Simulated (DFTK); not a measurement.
Runs of DFTK 0.8.2 on BN. It takes space group F-43m (No. 216, cubic). Conventional cell: a = 3.626 Å, b = 3.626 Å, c = 3.626 Å, α = 90.00°, β = 90.00°, γ = 90.00°. N (site symmetry -43m) has 4 B at 1.57 Å as nearest neighbours. B (site symmetry -43m) has 4 N at 1.57 Å as nearest neighbours. The cell is a database's computed one.

```csv
task,level,potentials or basis,k mesh,cutoff (eV),SCF solver,mesh quality,gap on the mesh (eV),pressure (GPa)
band structure,LDA,"cp2k.nc.sr.lda.v0_1.largecore.gth (LDA, GTH)",13 × 13 × 13,2231,-,not flagged,4.43,(b)
band structure,PBEsol,SPMS 1.0 (PBE),13 × 13 × 13,1225,-,not flagged,4.38,-6.0
band structure,BJ06,SG15 1.2 (PBE),12 × 12 × 12,1225,ScfAndersonSolver,not flagged,4.82,-
band structure,r2SCAN,"cp2k.nc.sr.pbe.v0_1.semicore.gth (PBE, GTH)",10 × 10 × 10,2884,-,not flagged,(a),-3.2
```

Alike in all rows: no spin polarisation; cell as given; smearing fermi-dirac 0.05 eV.

Estimate the missing entries.

(a) 4.89; (b) -15.6.

Caveats: the potentials were made for another functional, which shifts forces and pressure (some runs); GTH potentials come without recommended cutoffs, and this one wasn't checked for convergence (some runs); so large a pressure means that the cell lies far from this level's equilibrium, or that cutoff or potentials fall short (some runs); the program leaves the constant c of mgga_x_tb09 at 1, so the potential is Becke-Johnson's (BJ06) and not Tran and Blaha's, with levels but no total energy (some runs).

A k mesh can miss the band edges.

Runs at the PBE level aren't shown here.
